## Relaxation and dipole of ZnS slabs

Each slab starts with its atoms where the bulk crystal had them, and is then allowed to relax. The relaxation energy is the resulting change in energy, divided by the area of both faces, so a negative value is a gain. The largest move is the longest path of any single atom.

ZnS slabs cut from the relaxed zincblende bulk (Miller indices of the conventional cell, a = 5.443 Å), with 15 Å of vacuum and a dipole correction. They were computed with Ansatz 0.2.0 (PBE, plane-wave PAW, scalar-relativistic, no spin polarisation, 420 eV cutoff, 0.05 eV Gaussian smearing). Dipole moments are per surface cell, counted from bottom to top.

```tsv
facet	top plane	planes	slab thickness as cut	relaxation energy (J/m²)	largest move (Å)	dipole moment relaxed (e Å)	surface area (Å²)
(1 0 0)	S	11	13.61 Å	-0.029	0.060	0.0000	14.81
(1 0 0)	Zn	9	10.89 Å	-0.010	0.087	0.0000	14.81
(1 0 0)	Zn	10	12.25 Å	-0.042	0.080	0.2370	14.81
(1 1 0)	ZnS	6	9.62 Å	-0.365	0.524	0.0000	20.95
(1 1 1)	Zn	8	10.21 Å	-0.226	0.402	0.3150	12.83
```

### 1. Which cut gains most by relaxing?

The (1 1 0) slab gains most, 0.365 J/m², and one of its atoms moves by 0.524 Å. The (1 1 1) slab follows with 0.226 J/m². The three (1 0 0) slabs gain at most 0.042 J/m² and none of their atoms moves as far as 0.1 Å.

For (1 1 0) the gain is a large part of the whole cost of the surface. Six ZnS units in the bulk have an energy of 6 × (−4222.7344) = −25336.406 eV. The slab as cut lies 2.04 eV above this, and the relaxed slab only 1.09 eV. Relaxing thus removes nearly half of the energy spent in making the two faces.

### 2. Does the number of cut bonds explain the order?

It does not. Per surface cell, (1 0 0) cuts two bonds on 14.81 Å², (1 1 0) two on 20.95 Å² and (1 1 1) one on 12.83 Å². The (1 0 0) cut is therefore the densest in broken bonds, yet it gains least.

If each broken bond brought its own share of relaxation, the gain per cut bond would be roughly constant. It runs from about 0.005 eV on the Zn-faced (1 0 0) slab to 0.24 eV on (1 1 0). What counts is how hard the atoms are pushed and what the remaining bonds allow them to do.

### 3. Are the forces larger on (1 1 0), or do its atoms give way more easily?

The forces are larger than on every (1 0 0) slab. Whether the atoms also give way more easily depends on the slab compared. Against the 10-plane slab, the forces on the unrelaxed atoms, added up in size, are about twice as large on (1 1 0), while the largest move is between six and seven times as large. With equal stiffness the move would grow only as the force does, so by this rough measure the atoms of (1 1 0) give way about three times as easily. The slab with two S faces leads to a similar answer.

The slab with two Zn faces does not. Its summed force is nearly eight times smaller than that of (1 1 0), but its largest move only six times smaller, so its atoms yield at least as easily. They stay close to their places because little pushes them.

A mechanical estimate shows how force and path combine into the gain. If the force on an atom falls linearly to zero along its path, the energy released is half of force times path. For (1 1 0) the summed force is 7.47 eV/Å. Giving every atom the largest move yields 7.47 × 0.524 / 2 = 1.96 eV, which on two faces of 20.95 Å² makes 0.75 J/m².

This is too high, because most atoms move less than the one that moves furthest. The computed gains are between 36 and 65 % of such estimates, and the estimates put all five slabs in the right order. The estimate is ordinary mechanics and does not reveal why a surface is soft. For that one has to look at the bonds.

### 4. Why can the atoms of (1 1 0) move so far?

Stretching a bond costs much energy, while turning it costs little. An atom that moves along the surface normal stretches a bond in proportion to the cosine of the angle between bond and normal, and the stiffness goes with the square of that cosine. On (1 0 0) a surface atom keeps two bonds with a squared cosine of 1/3 each, which add up to 2/3. On (1 1 1) it keeps three flatter bonds of 1/9 each, or 1/3 in all, so it should be held about half as stiffly.

By this count (1 1 0) should be as stiff as (1 0 0): one bond into the crystal contributes 2/3, and the two bonds within the surface contribute nothing. The count cannot tell a Zn face from an S face, so it misses how easily the Zn-faced (1 0 0) slab gives way. It also leaves out that atoms on (1 1 0) can move sideways. On the other cuts symmetry cancels every sideways force, whereas on (1 1 0) the outermost atoms feel strong ones. A combined move along and across the surface lets the Zn–S bonds turn while their lengths stay nearly the same.

The electrons supply the drive. In a simple count, a broken bond leaves half an electron on Zn and one and a half on S. On (1 1 0) both kinds of atom sit side by side, so S can take the pair and Zn is left with an empty orbital. Zn with three bonds then prefers to lie flat among its neighbours, and S with a lone pair prefers a pyramid. This is the well-known rotation of zincblende (1 1 0) faces, with the metal atom moving inward and the non-metal outward.

The calculation fits this picture. The forces push the two surface atoms in opposite directions along the normal, and relaxing widens the gap of the slab from 1.59 to 2.30 eV. Replacing S by Se would leave the electron count unchanged, and the same kind of rotation is known there. For another cut, the useful question is whether its surface atoms can move without stretching their bonds.

### 5. Does a small gain mean that (1 0 0) is a stable surface?

No. It means only that the atoms found little to gain within the moves open to them. For the relaxed 10-plane slab, the energy above the bulk is 5 × 4222.7344 − 21109.990 = 3.68 eV. Spread over two faces of 14.81 Å² this is about 2.0 J/m², the mean of one Zn and one S face. The same arithmetic gives about 0.4 J/m² for relaxed (1 1 0).

The electron count shows what is wrong with (1 0 0). Each surface atom has two broken bonds and no partner of the other kind beside it. A Zn face is left with one electron too many per cell and an S face with one too few. The slabs with two like faces accordingly remain metallic after relaxing.

Real polar faces usually cure this by rearranging, for instance by pairing atoms or leaving some out. The (1 0 0) and (1 1 1) cells used here hold one surface atom per face, so all neighbours must move alike and pairs cannot form. Their values therefore describe ideal, unreconstructed faces and not those that a grown crystal would show.

### 6. Why do some slabs have no dipole, and what sets the value of the others?

A zero dipole does not prove that a cut is non-polar. The 11-plane (1 0 0) slab has S on both faces and the 9-plane slab has Zn on both, so the contributions of the two faces cancel. The two faces of the (1 1 0) slab are alike as well, each with Zn and S in equal number. The 10-plane slab has Zn on top and S below, and there the dipole appears.

Its size can be predicted from the other two slabs. Electrons in a slab share one Fermi level, and the work function is the energy needed to lift an electron from that level into the vacuum. If each face keeps its own work function, the vacuum levels on the two sides must differ by the difference of the work functions, $\Delta W$. Electrostatics links this step to the dipole $p$, counted in units of e Å, per surface cell of area $A$:

$$p = \frac{A\,\Delta W}{4\pi e^2}, \qquad e^2 = 14.40\ \text{eV Å}.$$

Before relaxing, the slab with two S faces has a work function of 7.21 eV and the slab with two Zn faces 4.47 eV, so $\Delta W$ = 2.74 eV. This gives

$$p = \frac{14.81 \times 2.74}{4\pi \times 14.40} = 0.224\ e\,\text{Å}.$$

The 10-plane slab, which was not used in the estimate, has 0.232 e Å as cut. The prediction is 3 % below that value, and relaxing then raises the dipole to the 0.237 e Å of the table. The two faces thus behave almost as they did in separate slabs.

Planes carrying the full formal charges of Zn²⁺ and S²⁻ would give a dipole of the order of 10 e Å. The surplus electrons on the Zn face and the missing ones on the S face cancel nearly all of it. In practical terms, the dipole of such a slab reflects the contrast between its two faces and is no measure of how ionic the crystal is.

### 7. What would change in a thicker slab?

The 10-plane slab gains 0.042 J/m², more than twice the mean of its two symmetric partners, 0.0195 J/m². The excess seems to come from the interior. Before relaxing, the forces on its middle atoms are about 0.35 eV/Å and point in opposite directions on neighbouring planes. Next to the central plane of the symmetric slabs they are below 0.06 eV/Å.

An electric field across the slab would act in just this way, pulling Zn and S apart. The surplus electrons of the Zn face sit near the conduction band and the holes of the S face near the valence band. To bring both to one Fermi level, the bands are expected to tilt by roughly the band gap from face to face. It fits this picture that hardly any gap is left between the filled and empty states of the slab as a whole. PBE is known to make band gaps too small, so the tilt in a real slab of this ideal shape should be larger.

The tilt is thus limited, and in a thicker slab the same drop is spread over a longer path. The field should then fall as one over the thickness, and so should the extra gain, since field squared times thickness falls in the same way. The dipole should hardly change, because the work functions of the faces still fix it. No second thickness of a slab with unlike faces is at hand to test this.

The argument bears on (1 1 1) too, which also has Zn on top and S below. Forces of 0.6 to 0.7 eV/Å run through its middle, and its middle planes relax as well. Part of its 0.226 J/m² therefore belongs to the interior and would probably shrink in a thicker slab. How large that part is remains open.

### 8. Which digits can be trusted?

The third decimal of the relaxation energy is already uncertain. Electronic levels are smeared slightly to ease the calculation, and the way this is corrected for shifts the gain by up to 0.001 J/m². The effects of a finer k mesh, a thicker slab or spin polarisation were not tested and may be larger for the metallic slabs.

The wide separation between (1 1 0) and the (1 0 0) slabs is far beyond such shifts. The order among the (1 0 0) slabs deserves more caution, since it rests on differences of 0.01 to 0.03 J/m². Whether the relaxed 10-plane slab is a metal cannot be decided either: its gap of 0.07 eV is hardly wider than the smearing of 0.05 eV, and the bands may cross between the sampled k points.
